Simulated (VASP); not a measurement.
A run of VASP 6.6.1 is set up as follows.

Contents of POSCAR:

```
Li16H
1.0
    6.9800000000      0.0000000000      0.0000000000
    0.0000000000      6.9800000000      0.0000000000
    0.0000000000      0.0000000000      6.9800000000
Li H
16 1
Direct
    0.0105300860     -0.0085816619      0.0170200573
    0.4925787966     -0.0284097421      0.0047994269
    0.0015616046      0.4856446991      0.0055873926
   -0.0069914040      0.0222492837      0.5130659026
    0.2458452722      0.2445558739      0.2423782235
    0.5126074499      0.5279942693      0.0132521490
    0.4924928367     -0.0002005731      0.4915902579
    0.7148567335      0.2587249284      0.2664040115
   -0.0019627507      0.4900000000      0.4869484241
    0.2366332378      0.7342979943      0.2330085960
    0.2472063037      0.2557306590      0.7605444126
    0.4988252149      0.4955730659      0.4888681948
    0.7527650430      0.7889971347      0.2387249284
    0.7614899713      0.2734383954      0.7566475645
    0.2675931232      0.7237392550      0.7358166189
    0.7671489971      0.7541690544      0.7663753582
    0.6998567335      0.8656876791      0.0369627507
```

File INCAR.step1:

```
SYSTEM = Li16H
PREC = Accurate
ENCUT = 520
ISMEAR = -1
SIGMA = 0.15
LREAL = Auto
LASPH = .True.
NELM = 100
NBANDS = 38
GGA = PE
ALGO = Normal
EDIFF = 1E-4
LWAVE = .True.
LCHARG = .False.
```

Contents of INCAR.step2:

```
SYSTEM = Li16H
PREC = Accurate
ENCUT = 520
EDIFF = 1E-6
ISMEAR = -1
SIGMA = 0.15
LREAL = Auto
LASPH = .True.
NELM = 100
ALGO = Normal
ISIF = 2
LWAVE = .False.
LCHARG = .False.
METAGGA = R2SCAN
LMIXTAU = .True.
NBANDS = 38
ISTART = 1
```

Contents of KPOINTS:

```
Automatic mesh
0
Gamma
  2 2 2
  0 0 0
```

Potentials or basis: VASP PAW PBE potentials, release 64 (Li_sv, H).

Command:

```bash
$ cat potpaw_PBE.64/Li_sv/POTCAR potpaw_PBE.64/H/POTCAR > POTCAR
$ cp INCAR.step1 INCAR
$ mpirun -np 1 vasp_std > vasp.out
$ cp INCAR.step2 INCAR
$ mpirun -np 1 vasp_std > vasp.out
```

**Question.** What does it give for the largest force?

**Answer.** 1.272 eV/Å.

**Question.** What does it give for the band gap on the k mesh?

**Answer.** None (metal or under the smearing width).

Forces in eV/Å, atoms in the order of the input:
```
Li  -0.318  0.002 -0.127
Li  -0.393  0.446 -0.159
Li   0.001  0.059  0.066
Li   0.172 -0.081 -0.065
Li   0.067  0.053  0.053
Li   0.099 -0.100  0.040
Li  -0.097 -0.057  0.151
Li   0.289 -0.147 -0.301
Li  -0.087  0.114 -0.029
Li   0.014  0.071  0.282
Li   0.146  0.015  0.031
Li  -0.010  0.136  0.048
Li   0.243 -0.581  1.037
Li  -0.183 -0.144  0.011
Li  -0.312  0.121  0.020
Li  -0.147  0.110  0.104
H    0.517 -0.016 -1.162
```

Caveat: the k mesh is coarse (spacing up to 0.45 Å⁻¹), so the values aren't converged; the PAW data sets were made with another functional, which shifts forces and pressure a little.
